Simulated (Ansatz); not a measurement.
LiI:
```yaml
crystal:
  lattice:
    - [0.00000, 3.00978, 3.00978]
    - [3.00978, 0.00000, 3.00978]
    - [3.00978, 3.00978, 0.00000]
  atoms:
    - { symbol: Li, position: [0.00000, 0.00000, 0.00000] }
    - { symbol: I, position: [0.50000, 0.50000, 0.50000] }
```

Tensor components refer to the Cartesian frame of this cell.

Problem. Give the high-frequency dielectric tensor and the Born effective charge tensors of the independent atoms from DFPT, plane-wave PAW PBE (Ansatz code).

Solution. 
ε∞:
```
4.12  0.00  0.00
0.00  4.12  0.00
0.00  0.00  4.12
```
Z* of atom 1 (Li), rows: field, columns: displacement, in e:
```
1.32  0.00  0.00
0.00  1.32  0.00
0.00  0.00  1.32
```
Z* of atom 2 (I), rows: field, columns: displacement, in e:
```
-1.32   0.00   0.00
 0.00  -1.32   0.00
 0.00   0.00  -1.32
```

Static charges for comparison (Bader): Li1 +0.89, I2 -0.89 e. Born charges measure polarisation by displacement and can exceed these by far.

Space group Fm-3m (rock salt). The PBE relaxation kept the symmetry of its start. Scalar-relativistic: spin–orbit coupling is off unless named, which matters more the heavier the elements.

Potentials: the later of the program's two PAW sets.
